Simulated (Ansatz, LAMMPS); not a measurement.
# Amorphous SiO2 (96 atoms): geometry optimisation, part 2 of 3

Wanted: the relaxed structure of amorphous SiO2 (96 atoms) and its electronic structure.

Ansatz 0.2.0; Kohn-Sham DFT, PBE, PAW (set soft_2), plane waves.

The cell: 32 Si and 64 O. The quench rate of 50 K/ps is many orders above laboratory rates. The starting topology of bonds comes from the classical model. Only the Γ point is sampled in the main run, in a cell whose shortest periodic width is 11 Å.

So far. Step 4 (Relaxation): The relaxation changed the energy by -14.5 meV/atom, and atoms moved by 0.067 Å r.m.s., 0.14 Å at most.

### Step 5. Structure statistics after relaxation

Bonds before and after, by the cutoffs listed below:

```csv
pair,bonds before,bonds after,mean before (Å),mean after (Å),spread before (Å),spread after (Å)
O-Si,128,128,1.621,1.635,0.020,0.017
```

Density 2.45 g/cm³, 13.57 Å³ an atom.

Pair distribution functions g(r), in bins of 0.1 Å:

```csv
r (Å),total,O-O,O-Si,Si-Si
1.45,0.00,0.00,0.00,0.00
1.55,0.18,0.00,0.41,0.00
1.65,10.60,0.00,23.90,0.00
1.75,0.00,0.00,0.00,0.00
1.85,0.00,0.00,0.00,0.00
1.95,0.00,0.00,0.00,0.00
2.05,0.00,0.00,0.00,0.00
2.15,0.00,0.00,0.00,0.00
2.25,0.00,0.00,0.00,0.00
2.35,0.00,0.00,0.00,0.00
2.45,0.07,0.17,0.00,0.00
2.55,1.20,2.71,0.00,0.00
2.65,3.01,6.78,0.00,0.00
2.75,1.59,3.50,0.00,0.26
2.85,0.39,0.63,0.00,0.98
2.95,0.73,0.64,0.11,3.52
3.05,0.73,0.60,0.16,3.49
3.15,1.16,0.82,0.66,4.50
3.25,0.81,0.67,0.86,1.16
3.35,0.56,0.67,0.58,0.00
3.45,0.72,0.47,1.15,0.00
3.55,0.88,0.60,1.37,0.00
3.65,0.83,0.65,1.21,0.00
3.75,0.88,0.72,1.19,0.29
3.85,0.97,0.61,1.47,0.41
3.95,1.11,0.55,1.85,0.39
4.05,1.29,0.59,2.22,0.37
4.15,1.21,0.79,1.76,0.71
4.25,1.51,0.81,2.27,1.23
4.35,1.17,0.78,1.55,1.18
4.45,1.01,1.07,0.64,2.25
4.55,1.04,1.27,0.66,1.66
4.65,0.99,1.26,0.54,1.68
4.75,0.94,1.44,0.40,1.08
4.85,0.97,1.38,0.56,0.95
4.95,0.99,1.24,0.66,1.32
5.05,1.11,1.49,0.81,0.79
5.15,1.19,1.49,0.88,1.22
5.25,0.99,1.25,0.70,1.17
5.35,1.03,1.13,0.85,1.34
5.45,0.96,0.84,0.91,1.70
```

Bonds by pair of elements; cutoffs follow the first minimum of g(r), held within bounds set by covalent radii, and pairs that aren't listed don't count as bonded:

```csv
pair A-B,cutoff (Å),bonds,mean length (Å),spread (Å),shortest (Å),B about A,A about B
O-Si,2.08,128,1.64,0.017,1.60,2,4
```

How many atoms have how many bonded neighbours:

```csv
element,mean,2,4
O,2,64,0
Si,4,0,32
```

Bond angles, per cent of each kind in bins of 5°:

```csv
angle (°),O-Si-O,Si-O-Si
95–100,1.0,0.0
100–105,16.1,0.0
105–110,37.0,0.0
110–115,34.4,0.0
115–120,9.9,1.6
120–125,1.6,14.1
125–130,0.0,10.9
130–135,0.0,15.6
135–140,0.0,10.9
140–145,0.0,10.9
145–150,0.0,10.9
150–155,0.0,9.4
155–160,0.0,7.8
160–165,0.0,4.7
165–170,0.0,0.0
170–175,0.0,3.1
```

Bond angles (no mean is given where the spread exceeds 20°):

```csv
angle,count,mean (°),spread (°)
O-Si-O,192,109,4.5
Si-O-Si,64,141,13.1
```

Oxygen atoms by the number of network formers (Si, P, Ge, B, Al, As, Ga) bound to them:

```csv
network formers bound to O,O atoms,per cent
0,0,0
1,0,0
2,64,100
```

Network units: each former by its oxygen neighbours and how many of them bridge to another former:

```csv
former,O neighbours,bridging O,atoms
Si,4,4,32
```

Rings of the network by King's shortest-path rule, up to 12 atoms, one path for each pair of neighbours; H, halogens, alkali and alkaline-earth atoms are left out, and the last column divides by all other atoms, bonded or not:

```csv
ring size (atoms),rings,per network atom
6,2,0.021
8,6,0.062
10,12,0.125
12,11,0.115
```

For some of the pairs, g(r) has its first main peak near 2.7 Å (O-O) and 1.6 Å (O-Si). With the cutoffs above, all O atoms have 2 and all Si atoms have 4 bonded neighbours. The O-Si-O angle averages 109° with a spread of 4°. 100 % of the oxygens bridge two formers (Si) and 0 % are non-bridging. The commonest Si unit has 4 oxygens, 4 of them shared with other formers (32 of 32 atoms). Rings of 10 atoms are the most common (39 % of those counted); sizes run from 6 to 12, where the search stops.

### Step 6. Single point at the relaxed geometry

The electronic structure is read at the final geometry, in a run of its own.

input.yaml

```yaml
crystal:
  lattice:
    - [10.9227, 0.0, 0.0]
    - [0.0, 10.9227, 0.0]
    - [0.0, 0.0, 10.9227]
  atoms:
    - { symbol: Si, position: [0.70099, 0.56491, 0.70245] }
    - { symbol: Si, position: [0.47892, 0.58167, 0.43032] }
    - { symbol: Si, position: [0.25959, 0.48513, 0.3472] }
    - { symbol: Si, position: [0.42933, 0.50578, 0.70285] }
    - { symbol: Si, position: [0.18386, 0.33536, 0.72327] }
    - { symbol: Si, position: [0.40345, 0.07981, 0.0197] }
    - { symbol: Si, position: [0.74837, 0.72886, 0.92697] }
    - { symbol: Si, position: [0.28792, 0.97002, 0.46375] }
    - { symbol: Si, position: [0.86224, 0.4013, 0.29217] }
    - { symbol: Si, position: [0.51106, 0.33768, 0.08793] }
    - { symbol: Si, position: [0.05966, 0.76423, 0.18987] }
    - { symbol: Si, position: [0.24059, 0.2417, 0.45304] }
    - { symbol: Si, position: [0.65495, 0.7581, 0.51212] }
    - { symbol: Si, position: [0.55776, 0.8736, 0.08978] }
    - { symbol: Si, position: [0.91361, 0.38892, 0.79249] }
    - { symbol: Si, position: [0.60747, 0.33566, 0.36354] }
    - { symbol: Si, position: [0.89645, 0.97469, 0.91275] }
    - { symbol: Si, position: [0.17041, 0.07903, 0.84538] }
    - { symbol: Si, position: [0.85091, 0.1233, 0.68546] }
    - { symbol: Si, position: [0.12917, 0.63884, 0.94926] }
    - { symbol: Si, position: [0.07246, 0.97022, 0.61888] }
    - { symbol: Si, position: [0.70544, 0.9498, 0.33533] }
    - { symbol: Si, position: [0.23602, 0.41897, 0.089] }
    - { symbol: Si, position: [0.31774, 0.89841, 0.19441] }
    - { symbol: Si, position: [0.60241, 0.12174, 0.53677] }
    - { symbol: Si, position: [0.02833, 0.59356, 0.43024] }
    - { symbol: Si, position: [0.08195, 0.22661, 0.21461] }
    - { symbol: Si, position: [0.76998, 0.462, 0.0292] }
    - { symbol: Si, position: [0.47671, 0.91787, 0.65819] }
    - { symbol: Si, position: [0.32255, 0.74015, 0.79545] }
    - { symbol: Si, position: [0.91383, 0.00619, 0.17483] }
    - { symbol: Si, position: [0.07114, 0.71052, 0.68923] }
    - { symbol: O, position: [0.9639, 0.07011, 0.60322] }
    - { symbol: O, position: [0.75689, 0.32137, 0.36192] }
    - { symbol: O, position: [0.05813, 0.41564, 0.75156] }
    - { symbol: O, position: [0.84672, 0.03122, 0.04286] }
    - { symbol: O, position: [0.62902, 0.40321, 0.01813] }
    - { symbol: O, position: [0.81973, 0.03039, 0.798] }
    - { symbol: O, position: [0.17606, 0.2802, 0.10754] }
    - { symbol: O, position: [0.40943, 0.6197, 0.79597] }
    - { symbol: O, position: [0.18616, 0.83793, 0.16803] }
    - { symbol: O, position: [0.367, 0.58595, 0.33286] }
    - { symbol: O, position: [0.24307, 0.73563, 0.92348] }
    - { symbol: O, position: [0.55623, 0.25148, 0.47735] }
    - { symbol: O, position: [0.29766, 0.05328, 0.91749] }
    - { symbol: O, position: [0.69895, 0.68119, 0.7953] }
    - { symbol: O, position: [0.22121, 0.72414, 0.6836] }
    - { symbol: O, position: [0.42672, 0.81505, 0.13425] }
    - { symbol: O, position: [0.63331, 0.7832, 0.00251] }
    - { symbol: O, position: [0.88969, 0.25135, 0.74559] }
    - { symbol: O, position: [0.7878, 0.60535, 0.99721] }
    - { symbol: O, position: [0.17024, 0.2272, 0.82609] }
    - { symbol: O, position: [0.36933, 0.89524, 0.56047] }
    - { symbol: O, position: [0.74907, 0.83487, 0.42381] }
    - { symbol: O, position: [0.01208, 0.84817, 0.68016] }
    - { symbol: O, position: [0.71246, 0.63215, 0.56841] }
    - { symbol: O, position: [0.04254, 0.64872, 0.82472] }
    - { symbol: O, position: [0.82236, 0.03247, 0.29052] }
    - { symbol: O, position: [0.94807, 0.86161, 0.18189] }
    - { symbol: O, position: [0.33062, 0.90563, 0.33977] }
    - { symbol: O, position: [0.57795, 0.47573, 0.71714] }
    - { symbol: O, position: [0.52437, 0.99294, 0.0058] }
    - { symbol: O, position: [0.18119, 0.49826, 0.97373] }
    - { symbol: O, position: [0.05093, 0.67275, 0.07147] }
    - { symbol: O, position: [0.54998, 0.30104, 0.22857] }
    - { symbol: O, position: [0.1819, 0.01801, 0.70961] }
    - { symbol: O, position: [0.46216, 0.21628, 0.01549] }
    - { symbol: O, position: [0.17999, 0.27947, 0.58415] }
    - { symbol: O, position: [0.19168, 0.48545, 0.21513] }
    - { symbol: O, position: [0.73612, 0.14276, 0.59609] }
    - { symbol: O, position: [0.61115, 0.03, 0.41852] }
    - { symbol: O, position: [0.51574, 0.06386, 0.64721] }
    - { symbol: O, position: [0.91832, 0.50179, 0.38782] }
    - { symbol: O, position: [0.63672, 0.90442, 0.21214] }
    - { symbol: O, position: [0.41409, 0.85947, 0.78298] }
    - { symbol: O, position: [0.32004, 0.35458, 0.39265] }
    - { symbol: O, position: [0.54182, 0.71535, 0.42469] }
    - { symbol: O, position: [0.38625, 0.42277, 0.0847] }
    [... 12 atom lines left out ...]
    - { symbol: O, position: [0.41484, 0.55083, 0.56175] }
    - { symbol: O, position: [0.32025, 0.11655, 0.46792] }
    - { symbol: O, position: [0.79906, 0.46472, 0.17445] }
    - { symbol: O, position: [0.33432, 0.04071, 0.1474] }
    - { symbol: O, position: [0.57762, 0.47801, 0.39228] }
    - { symbol: O, position: [0.60101, 0.84261, 0.62288] }
kpoints:
  mp_grid: { grid: [1, 1, 1] }
hamiltonian:
  xc: pbe
scf:
  occupations: { method: fermi_dirac, width: 0.025 }
output:
  forces: true
  stress: true
  populations: true
  dos:
    method: { smearing: { sigma: 0.08 } }
    de: 0.05
    projected: { site_lists: { O: [O], Si: [Si] } }
  eigenvalues: true
  write_density: true
  write_potential: true
  volumetric_format: npy
```

On the command line:

```bash
$ ansatz run input.yaml --threads 4 --pin off --max-ram 8192MiB --backend cpu --events-out ev --progress --plain --runs-dir out
```

Numbers of over 12 decimals in the logs are rounded to 6 here.

Output:

```text
[...]
Crystal: 96 atoms, lattice volume = 1303.137 Å³
Basis set: ecut = 420 eV, 25533 PW (Γ), exchange–correlation on 150×150×150 points (8 copies of the dense FFT grid, shifted against one another)
Bands: 352, of which v1, the nominal top of the filled ones, is band 256 counted from 1 (255 counted from 0)
Symmetry: 1 space group operations
[...]
k-points: 1
[...]
SCF iter   1: F=—  HF=-56763.059789 eV  |F-HF|=—  |Δ(HF+E_count)|=         —  Δρ=1.89e-3  dr2=6.45e-2  ethr=1.77e-3  ⟨swp⟩=6.0  Hψ=1693  notcnv=0  defer=46
[...]
SCF iter   9: F=-56763.061233 eV  HF=-56763.061233 eV  |F-HF|=2.04e-9  |Δ(HF+E_count)|=   4.08e-8  Δρ=8.87e-7  dr2=9.75e-9  ethr=1.95e-11  ⟨swp⟩=9.0  Hψ=2178  notcnv=0
SCF 1 converged in 9 iterations: F = -56763.061233 eV  dr2 = 9.75e-9
[...]
SCF converged after 9 iterations
Free energy (F): -56763.061233 eV
[...]
Internal energy: -56763.061233 eV  (E = F + TS)
E sigma→0 (E₀):  -56763.061233 eV
Fermi energy:    4.587595 eV
[...]
--- Forces (eV/Å), atoms counted from 1 ---
  atom   1  Si    -0.00818926    -0.00653341     0.00324315
  atom   2  Si     0.00142684    -0.01054382    -0.00251562
  atom   3  Si     0.00044529    -0.00994320     0.00481414
  atom   4  Si    -0.00110247     0.00789481     0.00059233
  atom   5  Si     0.00967509    -0.01795259     0.00086411
  atom   6  Si    -0.00485514     0.00643204     0.00225298
  atom   7  Si    -0.00200247    -0.00299063     0.01266375
  atom   8  Si     0.00005702     0.00057286    -0.00606079
  atom   9  Si     0.00056704    -0.00222054    -0.00817825
  atom  10  Si     0.01359779     0.00729819     0.00672611
  atom  11  Si     0.00565074     0.00675792    -0.00618426
  atom  12  Si    -0.00136211     0.00228554    -0.00666020
  atom  13  Si    -0.00949897    -0.01694270     0.00452528
  atom  14  Si    -0.01053307     0.00141794     0.00666346
[...]
atom  95  O     -0.00503004     0.00228935     0.00303818
  atom  96  O      0.00130883     0.00041513     0.00279380
  max |Σ_I F_I| component: 1.78e-5 eV/Å
--- Stress (GPa, compression-positive) ---
       -1.318617      -2.456771       1.746936
       -2.456770       1.471020       1.518087
        1.746934       1.518084       0.452644
  P = ⅓ Tr σ = 0.2017 GPa (2.017 kbar)
--- Band table (eV) ---
[...]
--- Löwdin populations: 96 sites ---
  site symbol       q [e]
     0     Si      2.2304
     1     Si      2.2220
     2     Si      2.2500
[...]
95      O      6.7844
  spilling = 0.013703 (of n_electrons = 512.000000)
```

Run time: 25 s. Hardware: 4 threads of Arm Neoverse V1, shared host; peak memory 1.5 GiB; 96 s of CPU time.

The run gave:

```yaml
free_energy: -56763.0612 eV
free_energy_per_atom: -591.2819 eV/atom
scf_cycles: 9
pressure: 0.2017 GPa
r_m_s_force_component: 0.0066 eV/Å
longest_force: 0.0296 eV/Å
fermi_energy: 4.588 eV
spacing_of_highest_filled_and_lowest_empty_level: 5.239 eV
spilling_of_the_projection: 0.0137
```

Löwdin charges by element (they lack the spilled electrons, 0.073 e an atom on average):

```csv
element,coordination,atoms,mean charge (e),spread,least,most
O,all,64,-0.781,0.0093,-0.801,-0.753
Si,all,32,1.78,0.0121,1.75,1.80
```

States in the cell by windows of 1 eV, zero at the Fermi level; the larger projections on atomic orbitals stand beside the total:

```csv
from (eV),to (eV),total,O p,Si p
-10,-9,18.6,13.0,1.9
-9,-8,29.2,21.9,5.5
-8,-7,49.4,38.5,9.7
-7,-6,14.2,11.1,1.7
-6,-5,59.2,51.3,4.3
-5,-4,77.9,72.1,2.7
-4,-3,83.0,79.4,1.6
-3,-2,21.7,21.3,0.2
-2,2,0.0,0.0,0.0
2,3,2.0,0.1,0.1
3,4,1.1,0.1,0.3
4,5,14.2,1.3,4.1
```

Between -23 and -10 eV lie 159 more states.

The levels nearest the highest filled one (over half full), pooled over k-points and spins:

```csv
level less the highest filled one (eV),occupation
-0.193,2
-0.178,2
-0.155,2
-0.127,2
-0.0507,2
0,2
5.24,0
6.64,0
6.77,0
6.89,0
6.97,0
7.13,0
```

Electrostatic potential energy in the bc plane at fractional x = 0.170, with atoms of Si and O within 0.2 Å of it. With pseudopotentials it is smooth inside the atoms' cores, unlike the true potential.

Ten even steps from '0' (-42 eV) to '9' (10 eV), each cell a mean:
```
9999999999999820044003789999999
8766789999999963464003689999999
6201476689999999987556889999998
4000241028999999998888999999998
6201451026667999999999999999998
4356887651014899999998889999997
0058999840002799999987568999983
1269999862115899999986358999984
7899999743578999999998779999887
8899999400489999999999999999888
8999998511699999999999999999877
7999988767899998789999999998412
7999986557899972138999999998412
9999986557899961028999999999877
9999963368999876579999999999999
9999951269999877789999999999999
9999985689999888889999999999999
9999988888999854699999999999999
9999987778999610389999988557999
9999987767888732599999885003899
9999998411576678999999997215999
9999999400364357999999999889999
9999999855776567898888999999999
9999999999988742377556899999999
```
Columns run along b (10.9 Å; values clipped at the 3rd and 97th percentile), rows up along c (10.9 Å). Atoms in or near the plane, at fractional coordinates: Si at (0.34, 0.72), Si at (0.08, 0.85), O at (0.28, 0.11), O at (0.84, 0.17), O at (0.23, 0.83), O at (0.50, 0.97), O at (0.02, 0.71), O at (0.28, 0.58), O at (0.52, 0.45).

Valence density in the bc plane at fractional x = 0.170, with atoms of Si and O within 0.2 Å of it. It is the smooth field of the valence electrons, not physical close to the nuclei.

Ten steps, logarithmic in the rise over the least value, from '0' (0.0 e/Å³) to '9' (6.4 e/Å³), each cell a mean:
```
1111100110012589975334543100000
2332222221001468764345654200001
3332356653101234433334543200012
3212579985311111111223322100012
4543579986432210001122221000023
7764346665333321000123432100136
9974223343223321000245664211258
9863112345433210000246775311257
6542113577642100000135654211235
3211024899742000000012322111233
4210024799741112211000000013565
5311123565421245653100000025788
6311123333211368985210000025798
4211245543211369985210000013566
1101368863211356763210000001222
0001479863211234432111100000000
0001357653111344321111111110000
0000234432112577642001122333100
0001122333223699852101135776410
0001123566433688742001247998521
0000124799753455421011236897420
0000024799753333211111123554210
0000013577543455432222211111000
0000001233223578864333321000000
```
Columns run along b (10.9 Å), rows up along c (10.9 Å). Atoms in or near the plane, at fractional coordinates: Si at (0.34, 0.72), Si at (0.08, 0.85), O at (0.28, 0.11), O at (0.84, 0.17), O at (0.23, 0.83), O at (0.50, 0.97), O at (0.02, 0.71), O at (0.28, 0.58), O at (0.52, 0.45).

Mean Löwdin charges: O -0.78, Si +1.78 e (they miss 1.4 % of the electrons, so they add up to more than the cell's charge).

A closer look about Si3, whose charge lies farthest from its element's mean: 10 atoms, nearest first, numbered in the order of the input, with positions taken from that point.

```csv
atom,x,y,z,distance (Å),bonds,Löwdin charge (e)
Si3,0.00,0.00,0.00,0.00,4,1.75
O90,-1.14,0.35,1.09,1.61,2,-0.79
O42,1.17,1.10,-0.16,1.62,2,-0.77
O69,-0.74,0.00,-1.44,1.62,2,-0.79
O76,0.66,-1.43,0.50,1.65,2,-0.78
Si2,2.40,1.05,0.91,2.77,4,1.78
Si12,-0.21,-2.66,1.16,2.91,4,1.78
Si23,-0.26,-0.72,-2.82,2.92,4,1.78
Si26,-2.53,1.18,0.91,2.93,4,1.80
O91,1.70,0.72,2.34,2.98,2,-0.80
```

The column of bonds counts only the pairs O-Si within 2.08 Å; other neighbours, such as metal atoms beside each other in a compound, aren't counted, and periodic images can show an atom twice.

### Step 7. K-mesh 2×2×2

Large cells are often run on few k-points; this run checks whether the reference had enough.

input.yaml: that of step 6 with these lines changed.

```diff
@@ -8,3 +8,3 @@
 kpoints:
-  mp_grid: { grid: [1, 1, 1] }
+  mp_grid: { grid: [2, 2, 2] }
 hamiltonian:
@@ -22,4 +22 @@
   eigenvalues: true
-  write_density: true
-  write_potential: true
-  volumetric_format: npy
```

Output:

```text
[...]
Crystal: 96 atoms, lattice volume = 1303.137 Å³
Basis set: ecut = 420 eV, 25533 PW (Γ), exchange–correlation on 150×150×150 points (8 copies of the dense FFT grid, shifted against one another)
Bands: 352, of which v1, the nominal top of the filled ones, is band 256 counted from 1 (255 counted from 0)
Symmetry: 1 space group operations
[...]
k-points: 8
[...]
SCF iter   1: F=—  HF=-56763.111408 eV  |F-HF|=—  |Δ(HF+E_count)|=         —  Δρ=1.90e-3  dr2=6.51e-2  ethr=1.77e-3  ⟨swp⟩=6.6  Hψ=13642  notcnv=0  defer=360
[...]
SCF iter   8: F=—  HF=-56763.110465 eV  |F-HF|=—  |Δ(HF+E_count)|=   1.60e-7  Δρ=4.45e-6  dr2=1.94e-7  ethr=1.95e-11  ⟨swp⟩=14.1  Hψ=16315  notcnv=0
SCF iter   9: F=-56763.110465 eV  HF=-56763.110465 eV  |F-HF|=2.53e-9  |Δ(HF+E_count)|=   3.89e-8  Δρ=8.73e-7  dr2=9.40e-9  ethr=1.95e-11  ⟨swp⟩=4.8  Hψ=9728  notcnv=0
SCF 1 converged in 9 iterations: F = -56763.110465 eV  dr2 = 9.40e-9
[...]
SCF converged after 9 iterations
Free energy (F): -56763.110465 eV
[...]
Internal energy: -56763.110465 eV  (E = F + TS)
E sigma→0 (E₀):  -56763.110465 eV
Fermi energy:    4.615234 eV
[...]
Σ components = -56763.110465   (vs F -56763.110465, Δ=0.00e0)
--- Forces (eV/Å), atoms counted from 1 ---
  atom   1  Si    -0.01006760     0.00809626     0.00019582
  atom   2  Si     0.00113232    -0.00990988    -0.00000855
  atom   3  Si     0.00132005    -0.00890120     0.00506510
  atom   4  Si    -0.00684523     0.01311490    -0.00278442
[...]
atom  96  O     -0.00007525     0.00211837     0.00413676
  max |Σ_I F_I| component: 1.88e-5 eV/Å
--- Stress (GPa, compression-positive) ---
       -1.311072      -2.455486       1.746849
       -2.455486       1.481031       1.515115
        1.746847       1.515112       0.455756
  P = ⅓ Tr σ = 0.2086 GPa (2.086 kbar)
--- Band table (eV; the first three rows and the last of 8) ---
[...]
--- Löwdin populations: 96 sites ---
  site symbol       q [e]
     0     Si      2.2305
     1     Si      2.2222
     2     Si      2.2502
[...]
95      O      6.7844
  spilling = 0.013702 (of n_electrons = 512.000000)
```

Wall time 4.1 min (4 threads); peak memory 5.9 GiB.

The program notes that it cut back its work space to fit the memory limit.

Geometry and reference: those of the single point at the relaxed geometry.

Forces differ from those of the single point at the relaxed geometry by 3.6 meV/Å r.m.s.; the energy by -0.51 meV/atom and the gap by -0.011 eV. It took 4.1 min and 9 cycles; the reference's time can't be set against it, since the two runs asked for unlike analyses.

[end of part 2 of 3]

[Logs are printed without paths, hosts, clocks, repeated set-up lines and the standing remarks that a program may print on its own settings, such as how far it seeks lower states.]

[Hosts, paths, dates, database ids (printed as entryN), source tags and the programs' standing remarks are cut or masked in the printed files.]
